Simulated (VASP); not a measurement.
**BN: relaxation of cell and atoms with r2SCAN+rVV10**

The system is BN, a slab with vacuum.

```
B N
1.0
     2.49824    0.00000    0.00000
    -1.24912    2.16354    0.00000
     0.00000    0.00000   18.00000
B N
1 1
Direct
  0.66667 0.33333 0.50000
  0.33333 0.66667 0.50000
```

```yaml
Program: VASP 6.6.1
Task: relaxation of cell and atoms
Functional: r2SCAN
Dispersion: rVV10
Potentials_or_basis: VASP PAW PBE potentials, release 64 (B, N)
Cutoff: 600 eV
k_mesh: 15 × 15 × 1
Occupations: gaussian, width 0.03 eV
Spin: no spin polarisation
Further_INCAR_settings: ALGO = Normal; EDIFF = 1e-06; IBRION = 2; EDIFFG = -0.01; NSW = 90; ISIF = 3
```

```yaml
Relaxed_volume: 48.76 Å³/atom
Relaxed_cell: a = 2.501 Å, b = 2.501 Å, c = 18.000 Å, α = 90.00°, β = 90.00°, γ = 120.00°
Space_group_after_relaxing_to_0.05_Å: P-6m2 (No. 187)
Energy_gained_by_relaxing: 0.1 meV/atom
Ionic_steps: 3
Band_gap_on_the_k_mesh: 5.20 eV, indirect (least direct gap 5.42 eV)
```

The path:
```
step  energy change (eV)  largest force (eV/Å)  pressure (GPa)  volume (Å³)
   1              0.0000                0.0000            0.15        97.29
   2              0.0006                0.0000           -0.34        97.99
   3             -0.0002                0.0000           -0.01        97.52
```

Final structure:
```
CELL_PARAMETERS angstrom
2.50120 0.00000 0.00000
-1.25060 2.16611 0.00000
0.00000 0.00000 18.00000
ATOMIC_POSITIONS crystal
B 0.66667 0.33333 0.50000
N 0.33333 0.66667 0.50000
```

Levels at points of the mesh, in eV from the valence-band top:
| k point | band 2 | band 3 | band 4 | band 5 | band 6 | band 7 |
| --- | --- | --- | --- | --- | --- | --- |
| (0.00, 0.00, 0.00) | -5.41 | -1.36 | -1.36 | 5.20 | 6.12 | 6.36 |

It took 22 min on 1 thread of Intel(R) Xeon(R) Platinum 8375C CPU @ 2.90GHz (Ice Lake), with other jobs on the host, peak memory 0.46 GiB.

Caveat: the PAW data sets were made with another functional, which shifts forces and pressure a little. r2SCAN opens gaps a little over a GGA but as a rule still falls short of measured ones.
